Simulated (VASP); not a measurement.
**HgSe: density of states with PBE**

Crystal: HgSe.

```
CELL_PARAMETERS angstrom
0.00000 3.03600 3.03600
3.03600 0.00000 3.03600
3.03600 3.03600 0.00000
ATOMIC_POSITIONS crystal
Hg 0.00000 0.00000 0.00000
Se 0.75000 0.75000 0.75000
```

* Program: VASP 6.6.1
* Task: density of states
* Functional: PBE
* Potentials or basis: VASP PAW PBE potentials, release 64 (Hg, Se)
* Cutoff: 520 eV
* k mesh: 9 × 9 × 9
* Occupations: fermi-dirac, width 0.02 eV
* Spin: no spin polarisation
* Dipole correction: no
* k mesh for the DOS: 14 × 14 × 14
* Occupations for the DOS: tetrahedron
* Further INCAR settings: ALGO = Normal; EDIFF = 1e-06; NBANDS = 16

The valence electrons inside the program's atomic spheres are Hg 10.52; Se 3.81.

Levels at points of the mesh, in eV from the Fermi level:
```tsv
k point	band 6	band 7	band 8	band 9	band 10	band 11	band 12	band 13
(0.00, 0.00, 0.00)	-6.45	-0.93	0.00	0.00	0.00	5.48	5.48	5.48
(0.50, 0.00, 0.00)	-6.12	-5.55	-0.98	-0.98	1.12	6.25	6.25	7.03
(0.50, 0.50, 0.00)	-6.08	-5.12	-2.33	-2.33	2.78	2.99	8.50	9.87
```

States per cell in windows of 1 eV (zero at the Fermi level; states under -8 eV left out):
```tsv
from (eV)	total	Hg1_d	Se2_p	Hg1_p	Hg1_s	Se2_d	Se2_s
-8.0	1.43	1.12	0.10	0.00	0.02	0.00	0.00
-7.0	8.17	6.98	0.25	0.02	0.10	0.02	0.02
-6.0	0.97	0.30	0.15	0.01	0.21	0.00	0.02
-5.0	0.74	0.18	0.12	0.01	0.17	0.00	0.03
-4.0	0.30	0.07	0.05	0.01	0.07	0.00	0.02
-3.0	1.61	0.17	0.55	0.14	0.05	0.00	0.02
-2.0	1.86	0.22	0.76	0.15	0.02	0.00	0.01
-1.0	0.67	0.10	0.31	0.04	0.00	0.00	0.00
0.0	0.05	0.00	0.02	0.00	0.01	0.00	0.00
1.0	0.48	0.01	0.11	0.02	0.11	0.01	0.04
2.0	1.12	0.03	0.28	0.04	0.28	0.03	0.05
3.0	0.65	0.02	0.12	0.05	0.10	0.02	0.02
4.0	0.78	0.03	0.08	0.11	0.03	0.04	0.02
5.0	1.13	0.05	0.11	0.17	0.02	0.07	0.01
6.0	2.06	0.07	0.21	0.37	0.01	0.14	0.03
7.0	1.07	0.04	0.15	0.16	0.01	0.07	0.01
```

Run time: 48 s on 1 thread of Intel(R) Xeon(R) Platinum 8259CL CPU @ 2.50GHz (Skylake/Cascade Lake) (shared host), peak memory 0.24 GiB.

 The run has no spin-orbit coupling, so splittings on Hg are missing.
